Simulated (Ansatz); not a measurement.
**LiBr: how the settings move a relaxation**

Aim: see which settings change the result for LiBr, by how much, and at what cost.

Method: reference: DFT, PBEsol, PAW with Ansatz's default frozen-core files, scalar-relativistic; relaxation of cell and atoms, in Ansatz 0.2.0.

### 1 The system as given

Symmetry: Fm-3m, No. 225, cubic system. Conventional cell: a = 5.501 Å, b = 5.501 Å, c = 5.501 Å, α = 90.00°, β = 90.00°, γ = 90.00°. Li (site symmetry m-3m) has 6 Br at 2.75 Å as nearest neighbours. Br (site symmetry m-3m) is surrounded by 6 Li at 2.75 Å.

Structure file:

```cif
data_structure
_symmetry_space_group_name_H-M 'P 1'
_symmetry_Int_Tables_number 1
_cell_length_a 3.8900
_cell_length_b 3.8900
_cell_length_c 3.8900
_cell_angle_alpha 60.000
_cell_angle_beta 60.000
_cell_angle_gamma 60.000
_cell_volume 41.62
loop_
_atom_site_label
_atom_site_type_symbol
_atom_site_fract_x
_atom_site_fract_y
_atom_site_fract_z
_atom_site_occupancy
Li1 Li 0.00000 0.00000 0.00000 1
Br1 Br 0.50000 0.50000 0.50000 1
```

### 2 Reference

Input file input.yaml:

```yaml
crystal:
  lattice:
    - [0.0, 2.75065, 2.75065]
    - [2.75065, 0.0, 2.75065]
    - [2.75065, 2.75065, 0.0]
  atoms:
    - { symbol: Li, position: [0.0, 0.0, 0.0] }
    - { symbol: Br, position: [0.5, 0.5, 0.5] }
kpoints:
  mp_grid: { grid: [10, 10, 10] }
scf:
  occupations: { method: fermi_dirac, width: 0.1 }
hamiltonian:
  xc: pbesol
  pseudopotentials: { kind: paw }
relax:
  f_tol: 0.002
  max_steps: 80
  cell: {}
output:
  forces: true
  stress: true
```

Command:

```
$ ansatz run input.yaml --threads 1 --pin off --max-ram 3072MiB --backend cpu --events-out ev --progress --plain --runs-dir out
```

### 3 Variant: mp_grid.grid [3, 3, 3], occupations.method tetrahedron, dispersion d3bj, width left out

input.yaml: that of step 2 with these lines changed.

```diff
@@ -9,5 +9,5 @@
 kpoints:
-  mp_grid: { grid: [10, 10, 10] }
+  mp_grid: { grid: [3, 3, 3] }
 scf:
-  occupations: { method: fermi_dirac, width: 0.1 }
+  occupations: { method: tetrahedron }
 hamiltonian:
@@ -15,2 +15,3 @@
   pseudopotentials: { kind: paw }
+  dispersion: d3bj
 relax:
@@ -22 +23,5 @@
   stress: true
+  write_density: true
+  write_potential: true
+  elf: true
+  volumetric_format: npy
```

What does the calculation give? Wanted: for each run, ending; energy change; pressure; gap; force.

The runs gave:

```csv
run,ending,energy change,pressure (GPa),gap (eV),force (eV/Å),cycles,time
reference,converged,0,0.0,4.98,0.00,15,3.4 s
"1: mp_grid.grid [3, 3, 3], occupations.method tetrahedron, dispersion d3bj, width left out",converged,-170.2 meV/atom (σ→0) (offset of the dispersion model),0.0,5.08,0.00,24,1.5 s
```

Times don't compare one to one where runs were asked for different outputs or read a saved state (see the inputs); cycles may leave out searches for a lower state.

**Reading.** Changing the k-point mesh, smearing and dispersion term moves the energy by -170.2 meV/atom (σ→0 values), and the gap on the mesh goes from 4.98 to 5.08 eV and the final volume goes from 39.63 to 38.65 Å³. More than one kind of setting changed, and this run alone doesn't tell their shares apart. A gap read on a mesh depends on which points the mesh holds, and a coarse mesh shifts the density too.

These are semilocal Kohn-Sham gaps, which aren't the measured quantity. Such gaps usually fall short of the measured ones.
